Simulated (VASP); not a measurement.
# Sc under changes of volume

One of the cells (25.502 Å³/atom); the others are scaled copies at fixed shape and fractional positions:

```
CELL_PARAMETERS angstrom
3.33091 0.00000 0.00000
-1.66546 2.88466 0.00000
0.00000 0.00000 5.30822
ATOMIC_POSITIONS crystal
Sc 0.66667 0.33333 0.75000
Sc 0.33333 0.66667 0.25000
```

- Program: VASP 6.6.1
- Functional: PBE
- Potentials or basis: VASP PAW PBE potentials, release 64 (Sc_sv)
- Cutoff: 520 eV
- k mesh: 9 × 9 × 5
- Occupations: fermi-dirac, width 0.05 eV
- Spin: no spin polarisation

| volume (Å³/atom) | energy over the lowest point (meV/atom) | pressure (GPa) |
| --- | --- | --- |
| 23.502 | 10.53 | 2.9 |
| 24.002 | 3.32 | 1.6 |
| 24.502 | 0.00 | 0.4 |
| 25.502 | ? | ? |
| 26.002 | 10.33 | -2.6 |
| 26.502 | 19.61 | -3.4 |

What does the run at 25.502 Å³/atom give?

Energy over the lowest point 3.79 meV/atom; pressure -1.6 GPa.

Worked out: A Birch-Murnaghan fit of order 3 (a polynomial in V^(-2/3)) to the other rows has its minimum at 24.71 Å³/atom with B0 = V·E''(V) = 54 GPa and B' = 3.3 at fixed shape and positions, which overstates the stiffness. It gives 3.80 meV/atom at 25.502 Å³/atom, against the run's 3.79, and -dE/dV = -1.6 GPa, against -1.6.

Energies are extrapolated to zero smearing.
